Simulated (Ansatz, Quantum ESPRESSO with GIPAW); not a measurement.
# Solid-state NMR of BN by GIPAW

Aim: the magnetic shielding tensor of every site in BN and the field gradients at its nuclei.

Method: DFT, PBEsol, plane-wave PAW (pslibrary 1.0.0 recipes), scalar-relativistic, GIPAW; a patched development version of the program, in Quantum ESPRESSO with GIPAW 8.0dev (patched build).

The database entry behind the starting cell has ideal inner coordinates that were not refined, so it need not match the best structure at ambient conditions.

## Step 1: The starting structure

It takes space group P6_3mc (No. 186, hexagonal). Conventional cell: a = 2.536 Å, b = 2.536 Å, c = 4.199 Å, α = 90.00°, β = 90.00°, γ = 120.00°. Nearest to N lie 4 B at 1.56 to 1.57 Å. B has 4 N at 1.56 to 1.57 Å nearest. Farther neighbours and most contacts between anions are not listed.

The cell is an entry of the Crystallography Open Database; it need not be the form that is stable at ambient conditions.

## Step 2: Ground state

The shielding is a linear response of the occupied states, which this run provides. It is converged far beyond what an energy needs, since the response uses the wavefunctions themselves. No empty states are asked for: the response is solved without them. The mesh has a spacing of 0.27 Å⁻¹ at most. The PAW files were made with ld1.x from the pslibrary 1.0.0 recipes, with GIPAW reconstruction switched on.

scf.in

```
&control
  calculation = 'scf'
  prefix = 'x'
  outdir = './tmp/'
  pseudo_dir = './'
/
&system
  ibrav = 0
  nat = 4
  ntyp = 2
  ecutwfc = 55
  ecutrho = 340
  nbnd = 8
/
&electrons
  conv_thr = 1.0d-10
  mixing_beta = 0.7
  electron_maxstep = 100
/
ATOMIC_SPECIES
  N 14.007 N.pbesol-n-kjpaw_psl.1.0.0-gipaw.UPF
  B 10.810 B.pbesol-n-kjpaw_psl.1.0.0-gipaw.UPF
CELL_PARAMETERS angstrom
  2.53600000 0.00000000 0.00000000
  -1.26800000 2.19624042 0.00000000
  0.00000000 0.00000000 4.19900000
ATOMIC_POSITIONS crystal
  N 0.33333333 0.66666667 0.87500000
  N 0.66666667 0.33333333 0.37500000
  B 0.33333333 0.66666667 0.50000000
  B 0.66666667 0.33333333 0.00000000
K_POINTS automatic
  11 11 6 0 0 0
```

Command:

```sh
mpirun -np 4 pw.x -nk 4 -in scf.in > scf.out
```

The program printed:

```text
[...]
as large as its charge; the limit is 4.5
     Functions over the limit replaced by smooth ones with the moment of the charge, as mend_augmentation asks: 2
     This moves results (see INPUT_PW). Waves and levels in the save fit builds from 8.0dev_s219 on
     using ibrav=0 with symmetry is DISCOURAGED, use correct ibrav instead

     bravais-lattice index     =            0
     lattice parameter (alat)  =       4.7923  a.u.
     unit-cell volume          =     157.8235 (a.u.)^3
     number of atoms/cell      =            4
     number of atomic types    =            2
     number of electrons       =        16.00
     number of Kohn-Sham states=            8
     kinetic-energy cutoff     =      55.0000  Ry
     charge density cutoff     =     340.0000  Ry
     scf convergence threshold =      1.0E-10
     mixing beta               =       0.7000
     number of iterations used =            8  plain     mixing
     Exchange-correlation= SLA-PW-PSX-PSC
                           (   1   4  10   8   0   0   0)
[...]
N                 5.00    14.00700     N ( 1.00)
     B                 3.00    10.81000     B ( 1.00)

     12 Sym. Ops. (no inversion) found ( 6 have fractional translation)
[...]
number of k points=    64
[...]
Dense  grid:    16649 G-vectors     FFT dimensions: (  30,  30,  48)

     Smooth grid:     8701 G-vectors     FFT dimensions: (  24,  24,  40)

     Check: negative core charge=   -0.000007

     Initial potential from superposition of free atoms

     starting charge      15.9994, renormalised to      16.0000
     Starting wfcs are   16 randomized atomic wfcs

     Self-consistent Calculation

     iteration #  1     ecut=    55.00 Ry     beta= 0.70
     Davidson diagonalization with overlap
     ethr =  1.00E-02,  avg # of iterations =  2.0

     total energy              =     -78.26853925 Ry
     estimated scf accuracy    <       0.43848859 Ry

     iteration #  2     ecut=    55.00 Ry     beta= 0.70
     Davidson diagonalization with overlap
     ethr =  2.74E-03,  avg # of iterations =  2.1

     total energy              =     -78.38580174 Ry
     estimated scf accuracy    <       0.12846971 Ry

     iteration #  3     ecut=    55.00 Ry     beta= 0.70
     Davidson diagonalization with overlap
     ethr =  8.03E-04,  avg # of iterations =  2.0

     total energy              =     -78.40087058 Ry
     estimated scf accuracy    <       0.00292310 Ry

[...]
total energy              =     -78.40245967 Ry
[...]
iteration # 14     ecut=    55.00 Ry     beta= 0.70
     Davidson diagonalization with overlap
     ethr =  1.51E-12,  avg # of iterations =  2.0

     total energy              =     -78.40245967 Ry
     estimated scf accuracy    <          2.5E-10 Ry

     iteration # 15     ecut=    55.00 Ry     beta= 0.70
     Davidson diagonalization with overlap
     ethr =  1.51E-12,  avg # of iterations =  1.9

     End of self-consistent calculation
     [one-electron energies left out]

!    total energy              =     -78.40245967 Ry
     total all-electron energy =      -317.537731 Ry
     estimated scf accuracy    <          2.1E-11 Ry

     The total energy is the sum of the following terms:
     one-electron contribution =      10.06851547 Ry
     hartree contribution      =       7.15791695 Ry
     xc contribution           =     -17.63930662 Ry
     ewald contribution        =     -52.79086961 Ry
     one-center paw contrib.   =     -25.19871586 Ry

     convergence has been achieved in  15 iterations
[...]
JOB DONE.
```

The job ended after 5 s (4 MPI ranks of Arm Neoverse V2, shared host; peak memory 0.26 GiB).

It converged in 15 cycles to an estimated accuracy of 2e-11 Ry, on 64 irreducible k-points.

## Step 3: GIPAW: job nmr

A uniform field breaks periodicity, so gipaw.x applies it as a wave of small q and takes the limit. It solves for the first-order states, builds the induced current and gets the field at each nucleus by Biot–Savart; the PAW spheres add what the smooth waves miss near the nuclei. pawproj makes the reconstruction use the PAW data sets' own projectors.

nmr.in

```
&inputgipaw
  job = 'nmr'
  prefix = 'x'
  tmp_dir = './tmp/'
  restart_mode = 'from_scratch'
  verbosity = 'low'
  q_gipaw = 0.01
  spline_ps = .true.
  conv_threshold = 1.0d-14
  use_nmr_macroscopic_shape = .false.
  pawproj(1) = .true.
  pawproj(2) = .true.
/
```

Command:

```sh
mpirun -np 4 gipaw.x -in nmr.in > nmr.out
```

The program printed:

```text
[banner, memory and clock lines left out]
[a note of our patched build left out]

     Parallelizing q-star over 1 images

     IMPORTANT: XC functional enforced from input :
     Exchange-correlation= PBESOL
                           (   1   4  10   8   0   0   0)
     Any further DFT definition will be discarded
     Please, verify this is what you really want

     In N.pbesol-n-kjpaw_psl.1.0.0-gipaw.UPF the largest augmentation function (projectors 1 and 4, L = 1) is 9.4 times
     as large as its charge; the limit is 4.5
     Functions over the limit replaced by smooth ones with the moment of the charge, as in the saved run: 2

     Check: negative core charge=   -0.000007
[...]
WARNING: some symmetry operations do not permute x, y and z, so the susceptibility and the shape term are
     wrong: all shieldings move alike (in wurtzite BN nosym gave 13 and 6 ppm more at 3 and 6 points an axis).
     Run pw.x with nosym, and raise the mesh until the susceptibility stays

     alpha_pv=     41.1185 eV

     spline_ps is .false., expect some extrapolation errors

     q-space interpolation up to    66.00 Rydberg

     GIPAW job: nmr
     NMR macroscopic correction: no
[...]
Computing the magnetic susceptibility     isolve=0    ethr=  0.1000E-13
     Starting from scratch
     k-point #    1 of    64      pool #  1    cpu time:       0.3
[...]
End of magnetic susceptibility calculation

     f-sum rule (1st term):
           -15.5827         -0.0000          0.0000
            -0.0000        -15.5827          0.0000
             0.0000          0.0000        -15.5839

     f-sum rule (2nd term):
            -0.2244          0.0000         -0.0000
            -0.0000         -0.2244          0.0000
            -0.0000          0.0000         -0.2228

     f-sum rule (should be   -15.8060):
           -15.8071         -0.0000         -0.0000
            -0.0000        -15.8071          0.0000
            -0.0000          0.0000        -15.8067

[... susceptibilities left out ...]
     Contributions to the NMR chemical shifts: -------------------------------

     Macroscopic shape contribution in ppm:                    0.00
             0.0000          0.0000          0.0000
             0.0000          0.0000          0.0000
             0.0000          0.0000          0.0000

     Core contribution in ppm:

     Atom  1  N   pos: ( -0.000000  0.577350  1.448787)  core sigma:         235.22
     Atom  2  N   pos: (  0.500000  0.288675  0.620909)  core sigma:         235.22
     Atom  3  B   pos: ( -0.000000  0.577350  0.827879)  core sigma:         164.77
     Atom  4  B   pos: (  0.500000  0.288675  0.000000)  core sigma:         164.77

     Bare contribution in ppm:

     Atom  1  N   pos: ( -0.000000  0.577350  1.448787)  bare sigma:          30.32
[...]
Atom  2  N   pos: (  0.500000  0.288675  0.620909)  bare sigma:          30.32
[...]
Atom  3  B   pos: ( -0.000000  0.577350  0.827879)  bare sigma:         -49.38
[...]
Atom  4  B   pos: (  0.500000  0.288675  0.000000)  bare sigma:         -49.38
[...]
Diamagnetic contribution in ppm:

     Atom  1  N   pos: ( -0.000000  0.577350  1.448787)  dia sigma:           7.29
[...]
Atom  2  N   pos: (  0.500000  0.288675  0.620909)  dia sigma:           7.29
[...]
Atom  3  B   pos: ( -0.000000  0.577350  0.827879)  dia sigma:           3.14
[...]
Atom  4  B   pos: (  0.500000  0.288675  0.000000)  dia sigma:           3.14
[...]
Paramagnetic contribution in ppm:

     Atom  1  N   pos: ( -0.000000  0.577350  1.448787)  para sigma:         -35.54
[...]
Atom  2  N   pos: (  0.500000  0.288675  0.620909)  para sigma:         -35.54
[...]
Atom  3  B   pos: ( -0.000000  0.577350  0.827879)  para sigma:         -31.79
[...]
Atom  4  B   pos: (  0.500000  0.288675  0.000000)  para sigma:         -31.79
[...]
Paramagnetic US occ-occ contribution in ppm:

     Atom  1  N   pos: ( -0.000000  0.577350  1.448787)  para_oo sigma:          -0.09
[...]
Atom  2  N   pos: (  0.500000  0.288675  0.620909)  para_oo sigma:          -0.09
[...]
Atom  3  B   pos: ( -0.000000  0.577350  0.827879)  para_oo sigma:          -0.14
[...]
Atom  4  B   pos: (  0.500000  0.288675  0.000000)  para_oo sigma:          -0.14
[...]
Paramagnetic US L_R Q_R contribution in ppm:

     Atom  1  N   pos: ( -0.000000  0.577350  1.448787)  para_lq sigma:         -47.70
[...]
Atom  2  N   pos: (  0.500000  0.288675  0.620909)  para_lq sigma:         -47.70
[...]
Atom  3  B   pos: ( -0.000000  0.577350  0.827879)  para_lq sigma:          -2.97
[...]
Atom  4  B   pos: (  0.500000  0.288675  0.000000)  para_lq sigma:          -2.97
[...]
Total NMR chemical shifts in ppm: ---------------------------------------
     (adopting the Simpson convention for anisotropy and asymmetry)-----------

     Atom  1  N   pos: ( -0.000000  0.577350  1.448787)  Total sigma:         189.50
           179.1095          0.0000          0.0000
             0.0000        179.1095         -0.0000
            -0.0000          0.0000        210.2686

     N       1    anisotropy:     31.16    eta:    0.0000
[...]
Atom  2  N   pos: (  0.500000  0.288675  0.620909)  Total sigma:         189.50
[... its tensor is left out ...]
     Atom  3  B   pos: ( -0.000000  0.577350  0.827879)  Total sigma:          83.63
            83.6316          0.0000          0.0000
             0.0000         83.6316         -0.0000
             0.0000         -0.0000         83.6365

     B       3    anisotropy:      0.00    eta:    0.0000
[...]
Atom  4  B   pos: (  0.500000  0.288675  0.000000)  Total sigma:          83.63
[... its tensor is left out ...]
```

It took 50 s on 4 MPI ranks; peak memory 0.2 GiB; 3.3 min of CPU time.

The f-sum rule is met to 0.0011 of 15.8 (0.007 %). Converged shieldings require that this miss be small, but a small miss does not prove them. gipaw.x warns that with these symmetry operations the susceptibility and the shape term are unreliable; the other terms are not touched. This build smooths some augmentation functions of the files as it reads them, which, it says, moves results; by how much was not measured here.

From the symmetric part of each tensor, with principal values σ11 ≤ σ22 ≤ σ33: σ_iso is their mean, the span is σ33 − σ11 and the skew 3(σ_iso − σ22)/span. (gipaw.x prints an anisotropy in another convention.)

```
site  atom no.  atoms in cell  σ_iso (ppm)  span (ppm)  skew
   N         1              2        189.5        31.2  1.00
   B         3              2         83.6         0.0     -
```

The macroscopic shape term is switched off. Differences within the crystal don't depend on it, but shieldings of different compounds can't be compared to better than a few ppm without it.

An axis of order three or more runs through N and B, so two principal values coincide and the skew is ±1. In this run the largest span is that of N (site symmetry 3m), with principal values 179.1, 179.1 and 210.3 ppm.

How the isotropic values are made up (ppm). The core part is that of the free atom's core; bare is the current of the smooth valence states; the last two are what the PAW spheres add to the diamagnetic and the paramagnetic current:

| site | core | bare | reconstruction, dia | reconstruction, para |
| --- | --- | --- | --- | --- |
| N | 235.2 | 30.3 | 7.3 | -83.3 |
| B | 164.8 | -49.4 | 3.1 | -34.9 |

## Step 4: Electric field gradients

11B and 14N have a quadrupole moment, which couples to the field gradient and broadens the lines. The gradient is a property of the ground-state density and needs no response; it is taken from a second code that counts the whole PAW charge. C_Q = eQV_zz/h, with Q = 0.04059 barn for 11B, 0.02044 barn for 14N.

This step: DFT, PBEsol, plane-wave PAW, default files (PAW set soft_2), scalar-relativistic, field gradients (Ansatz 0.2.0), on the same atoms.

The gradients were asked for in a first single point on this cell, whose log ends:

```text
[... set-up, SCF cycles and energies left out ...]
--- PAW observables at the nuclei: V_zz in 10²¹ V/m², potentials from the cell's mean, atoms counted from 1 ---
  atom   1  N  V_zz =    +0.465486   η = 0.0000   by run symmetry: allowed   C_q = +0.2301 MHz
  atom   2  N  V_zz =    +0.465486   η = 0.0000   by run symmetry: allowed   C_q = +0.2301 MHz
  atom   3  B  V_zz =    +0.091948   η = 0.0000   by run symmetry: allowed   C_q = +0.0902 MHz
  atom   4  B  V_zz =    +0.091948   η = 0.0000   by run symmetry: allowed   C_q = +0.0902 MHz
[the lines on potentials at the nuclei are left out]
```

Wall time 0.58 s (4 threads of Arm Neoverse V2, shared host); peak memory 0.3 GiB; 1.7 s of CPU time.

The same from gipaw.x, job efg (0.93 s), which warns that it leaves out the neighbours' augmentation charge. V_zz in 10²¹ V/m²:

| site | Ansatz | gipaw.x | η_Q, first | η_Q, second |
| --- | --- | --- | --- | --- |
| N | 0.465 | 0.483 | 0.00 | 0.00 |
| B | 0.092 | 0.109 | 0.00 | 0.00 |

Among gradients over 0.05 the ratio is farthest from one on B, by 19 %; the first column is used below.

Among nuclei of half-integer spin the second-order effect is largest for 11B on B (spin 3/2, C_Q 0.09 MHz): at 9.4 T it moves the centre of gravity of the MAS line by -0.012 ppm from δ_iso, and by a quarter of that at twice the field, by δ_Q = −(3/40)(C_Q/ν0)²(1 + η²/3)[I(I+1) − 3/4]/[I²(2I−1)²] × 10⁶ ppm with ν0 = 128.4 MHz.

## Step 5: NMR parameters by site

Covalently bonded atoms count as neighbours within 1.18 times the sum of their radii. Otherwise a cation's neighbours lie within 1.2 times its shortest bond (1.3 for large cations, each anion's radius taken off where they differ), and an anion's are the cations that count it.

| site | atom no. | atoms in cell | surroundings | bonds (Å) | σ_iso (ppm) | C_Q (MHz) | η_Q |
| --- | --- | --- | --- | --- | --- | --- | --- |
| N | 1 | 2 | bound to B4 | 1.56 to 1.57 | 189.5 | 0.23 | 0.00 |
| B | 3 | 2 | BN4 | 1.56 to 1.57 | 83.6 | 0.09 | 0.00 |

[end of part 1 of 2]

[Banner, clock, file and message-heading lines were taken out of the pw.x and gipaw.x logs.]

[Logs are printed without paths, hosts, clocks, repeated set-up lines and the standing remarks that a program may print on its own settings, such as how far it seeks lower states.]

[Hosts, paths, dates, database ids (printed as entryN), source tags and the programs' standing remarks are cut or masked in the printed files.]

[Where no reference line passes its bar on scatter, no shift is given, so a measured shift of this compound may stand uncompared.]
